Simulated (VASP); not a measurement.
**Ho: single point with RPBE**

Crystal: Ho.

```
Ho
1.0
     0.00000    2.49425    2.49425
     2.49425    0.00000    2.49425
     2.49425    2.49425    0.00000
Ho
1
Direct
  0.00000 0.00000 0.00000
```

This isn't the form of Ho at room conditions, which is hcp.

```
Program             : VASP 6.6.1
Task                : single point
Functional          : RPBE
Potentials or basis : VASP PAW PBE potentials, release 64 (Ho_3), 4f in core
Cutoff              : 520 eV
k mesh              : 9 × 9 × 9
Occupations         : gaussian, width 0.02 eV
Spin                : collinear spin, ferromagnetic start
Starting moments    : [4.0] μB
```

```yaml
Pressure: 1.8 GPa
Band_gap_on_the_k_mesh: none (metal or under the smearing width)
Net_moment: 0.03 μB per cell
Site_moments: Ho +0.02 μB
Valence_electrons_inside_the_program's_atomic_spheres: Ho 8.02
```

Levels at points of the mesh, in eV from the Fermi level:
Spin up:
| k point | band 2 | band 3 | band 4 | band 5 | band 6 | band 7 |
| --- | --- | --- | --- | --- | --- | --- |
| (0.00, 0.00, 0.00) | -23.77 | -23.77 | -5.42 | 1.91 | 1.91 | 1.91 |
Spin down:
```
           k point  band 1  band 2  band 3  band 4  band 5  band 6  band 7  band 8  band 9
(0.00, 0.00, 0.00)  -23.77  -23.77  -23.77   -5.38    1.93    1.93    1.93    4.26    4.26
```

It took 30 s on 1 thread of Intel(R) Xeon(R) Platinum 8488C (Sapphire Rapids), with other jobs on the host, peak memory 0.18 GiB.

Caveat: the magnetic or orbital state may not be the lowest; the PAW data sets were made with another functional, which shifts forces and pressure a little; spin-orbit coupling is left out, which moves the levels of the heavy elements; the 4f electrons are frozen in the core as for a trivalent ion, so they carry no moment and show no levels. The state reached can hang on the start; a lower one may exist.
